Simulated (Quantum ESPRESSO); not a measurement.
NiO under changes of volume

One of the cells (9.076 Å³/atom); the others are scaled copies at fixed shape and fractional positions:

```xyz
2
Lattice="0.0000 2.0859 2.0859 2.0859 0.0000 2.0859 2.0859 2.0859 0.0000" Properties=species:S:1:pos:R:3 pbc="T T T"
Ni    0.0000    0.0000    0.0000
O     2.0859    2.0859    2.0859
```

- Program: Quantum ESPRESSO 7.5
- Functional: SCAN
- Dispersion: rVV10
- Potentials or basis: SG15 PBE 1.2
- Cutoff: 1197 eV
- Density cutoff: 4789 eV
- k mesh: 7 × 7 × 7
- Occupations: fermi-dirac, width 0.05 eV
- Spin: collinear spin, ferromagnetic start
- Starting moments: [1.0, 0.0] μB

| volume (Å³/atom) | energy over the lowest point (meV/atom) | gap on the mesh (eV) |
| --- | --- | --- |
| 8.531 | ? | ? |
| 8.713 | 9.36 | 0.96 |
| 8.894 | 1.92 | 1.03 |
| 9.076 | 0.00 | 1.09 |
| 9.257 | 2.97 | 1.15 |
| 9.439 | 10.34 | 1.21 |
| 9.620 | 21.71 | 1.26 |

Q: What does the run at 8.531 Å³/atom give?

A: Energy over the lowest point 23.08 meV/atom; gap on the mesh 0.88 eV.

Worked out: A Birch-Murnaghan fit of order 3 (a polynomial in V^(-2/3)) to the other rows has its minimum at 9.05 Å³/atom with B0 = V·E''(V) = 219 GPa and B' = 4.4. It gives 22.93 meV/atom at 8.531 Å³/atom, against the run's 23.08. A straight line through the other rows of the gap, of slope 3.03 eV per unit of ln V, extrapolates to 0.90 eV, against the run's 0.88.

Energies are extrapolated to zero smearing.

Caveats: the potentials were made for another functional, which shifts forces and pressure; an odd mesh through Γ misses points on the zone boundary, where band edges often lie; a cell with one magnetic atom can't hold antiferromagnetic order, which such compounds often take.
